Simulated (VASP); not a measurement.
A run of VASP 6.6.1 is set up as follows.

Contents of INCAR:

```
SYSTEM = Sb
PREC     = Accurate       ! precision mode
ENCUT    = 520            ! plane-wave cutoff, eV
EDIFF    = 1E-6           ! SCF threshold, eV
ISMEAR   = 1              ! smearing method
SIGMA    = 0.1            ! smearing width, eV
LREAL    = .False.        ! projectors in reciprocal space
LASPH    = .True.         ! aspherical terms in the spheres
NELM     = 80             ! most SCF steps
ALGO     = Normal         ! electronic algorithm
ISIF     = 2              ! what is computed and relaxed
LWAVE    = .False.        ! write WAVECAR
LCHARG   = .False.        ! write CHGCAR
LDIPOL   = .True.       
IDIPOL   = 3            
DIPOL    = 0.5 0.5 0.500
GGA      = PE             ! functional
IVDW     = 12             ! dispersion correction
IBRION   = 2              ! ionic algorithm
NSW      = 80             ! ionic steps
EDIFFG   = -0.02          ! ionic threshold
KPAR     = 2
```

File KPOINTS:

```
Automatic mesh
0
Gamma
  9 9 1
  0 0 0
```

Contents of POSCAR:

```
Sb
1.0
    4.3223837000      0.0000000000      0.0000000000
   -2.1611921500      3.7432942600      0.0000000000
    0.0000000000      0.0000000000     27.5545640400
Sb
8
Direct
    0.3333332200      0.6666666100      0.2721872100
    0.6666665100      0.3333332600      0.3283678200
    0.9999998000      0.9999999000      0.4053355400
    0.3333330900      0.6666665500      0.4615161400
    0.6666663700      0.3333331900      0.5384838600
    0.9999996700      0.9999998300      0.5946644600
    0.3333329500      0.6666664800      0.6716321800
    0.6666662500      0.3333331200      0.7278127900
```

Potentials or basis: VASP PAW PBE potentials, release 64 (Sb).

Run with:

```bash
$ cat potpaw_PBE.64/Sb/POTCAR > POTCAR
$ mpirun -np 2 vasp_std > vasp.out
```

Task: What does it give for the dispersion energy per atom?

Result: -0.399 eV.

Task: What does it give for the band gap on the k mesh?

Result: None (metal or under the smearing width).

Task: Estimate the energy gained by relaxing.

Result: 1.2 meV/atom.

Forces in eV/Å, atoms in the order of the input:
```
Sb   0.000  0.000 -0.009
Sb   0.000  0.000  0.015
Sb   0.000  0.000 -0.014
Sb   0.000  0.000  0.012
Sb   0.000  0.000 -0.012
Sb   0.000  0.000  0.014
Sb   0.000  0.000 -0.015
Sb   0.000  0.000  0.009
```

Spin-orbit coupling is left out, which matters for the levels of Sb.
